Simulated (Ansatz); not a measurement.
# Ti4Pb4CO14: the cost of one run

Method: DFT PBE+D3(BJ), plane waves, PAW, scalar-relativistic, no spin polarisation, in Ansatz 0.2.0.

The COD cell was measured well above room temperature, so it is larger than a cold one.

## Step 1: The system as given

The cell holds 23 atoms (CO14Pb4Ti4): a = 5.545 Å, b = 8.205 Å, c = 15.159 Å, α = 90.00°, β = 90.00°, γ = 90.00°.

Structure file:

```xyz
23
Lattice="5.5453 0.0000 0.0000 0.0000 8.2050 0.0000 0.0000 0.0000 15.1590" Properties=species:S:1:pos:R:3 pbc="T T T"
Ti    2.7726    1.9179    1.0000
Pb    0.0000    0.0000    1.0000
O     2.7726    3.7087    1.0000
O     1.3863    1.6574    2.3863
O     4.1590    1.6574    2.3863
Ti    0.0000    1.9179    3.7726
Pb    2.7726    0.0000    3.7726
O     0.0000    3.7087    3.7726
O     4.1590    1.6574    5.1590
O     1.3863    1.6574    5.1590
Ti    2.7726    6.0204    1.0000
Pb    0.0000    4.1025    1.0000
O     2.7726    7.8112    1.0000
O     1.3863    5.7599    2.3863
O     4.1590    5.7599    2.3863
Ti    0.0000    6.0204    3.7726
Pb    2.7726    4.1025    3.7726
O     0.0000    7.8112    3.7726
O     4.1590    5.7599    5.1590
O     1.3863    5.7599    5.1590
C     3.3034    7.0777    6.9190
O     3.7979    6.0174    7.0190
O     2.8088    8.1381    7.0190
```

## Step 2: Relaxing the start

input.yaml

```yaml
accuracy: low
crystal:
  lattice:
    - [5.545273, 0.0, 0.0]
    - [0.0, 8.205, 0.0]
    - [0.0, 0.0, 15.158955]
  atoms:
    - { symbol: Ti, position: [0.5, 0.23375, 0.0659676] }
    - { symbol: Pb, position: [0.0, 0.0, 0.0659676] }
    - { symbol: O, position: [0.5, 0.452, 0.0659676] }
    - { symbol: O, position: [0.25, 0.202, 0.1574197] }
    - { symbol: O, position: [0.75, 0.202, 0.1574197] }
    - { symbol: Ti, position: [0.0, 0.23375, 0.2488718] }
    - { symbol: Pb, position: [0.5, 0.0, 0.2488718] }
    - { symbol: O, position: [0.0, 0.452, 0.2488718] }
    - { symbol: O, position: [0.75, 0.202, 0.3403239] }
    - { symbol: O, position: [0.25, 0.202, 0.3403239] }
    - { symbol: Ti, position: [0.5, 0.73375, 0.0659676] }
    - { symbol: Pb, position: [0.0, 0.5, 0.0659676] }
    - { symbol: O, position: [0.5, 0.952, 0.0659676] }
    - { symbol: O, position: [0.25, 0.702, 0.1574197] }
    - { symbol: O, position: [0.75, 0.702, 0.1574197] }
    - { symbol: Ti, position: [0.0, 0.73375, 0.2488718] }
    - { symbol: Pb, position: [0.5, 0.5, 0.2488718] }
    - { symbol: O, position: [0.0, 0.952, 0.2488718] }
    - { symbol: O, position: [0.75, 0.702, 0.3403239] }
    - { symbol: O, position: [0.25, 0.702, 0.3403239] }
    - { symbol: C, position: [0.5957083, 0.8626099, 0.4564269] }
    - { symbol: O, position: [0.6848936, 0.7333794, 0.4630237] }
    - { symbol: O, position: [0.506523, 0.9918405, 0.4630237] }
basis:
  ecutwfc: 420.0
kpoints:
  mp_grid: { grid: [2, 1, 1] }
hamiltonian:
  xc: pbe
  dispersion: d3bj
scf:
  occupations: { method: fermi_dirac, width: 0.05 }
  lower_state_search: "off"
relax:
  f_tol: 0.08
  max_steps: 25
  adjacent_minimum: "off"
  constraints: [{ sites: [0, 1, 2, 10, 11, 12] }]
```

Run with:

```
$ ansatz run input.yaml --threads 2 --pin off --max-ram 5120MiB --backend cpu --events-out ev --progress --plain --runs-dir out
```

What time and memory should one allow on 2 threads of Arm Neoverse V2, shared host?

About 1.7 min, with a peak of 1.2 GiB.
